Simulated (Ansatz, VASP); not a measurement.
**Two plane-wave programs on Na2S**

```xyz
3
Lattice="0.0000 3.2840 3.2840 3.2840 0.0000 3.2840 3.2840 3.2840 0.0000" Properties=species:S:1:pos:R:3 pbc="T T T"
Na    1.6420    1.6420    1.6420
Na    4.9260    4.9260    4.9260
S     0.0000    0.0000    0.0000
```

Alike in both runs: task single point; functional PBE; k mesh 8 × 8 × 8; occupations gaussian, width 0.02 eV; no spin polarisation.

|  | VASP | Ansatz |
| --- | --- | --- |
| version | VASP 6.6.1 | Ansatz 0.2.0 |
| potentials or method | VASP PAW PBE potentials, release 64 (Na_pv, S) | scalar-relativistic, plane waves, PAW |
| plane-wave cutoff (eV) | 520 | 420 |
| valence electrons in the cell | 20 | 24 |

```tsv
	VASP	Ansatz	Ansatz less VASP
gap on the k mesh at the Fermi level (eV)	2.44	2.45	+0.002
least direct gap on the mesh (eV)	2.44	2.45	+0.002
pressure (GPa)	0.0	0.0	-0.02
```

The two sets of potentials don't hold the same shells in valence.

A k mesh can miss the band edges. Expect the measured gap to be larger: semilocal functionals such as PBE lack the derivative discontinuity.
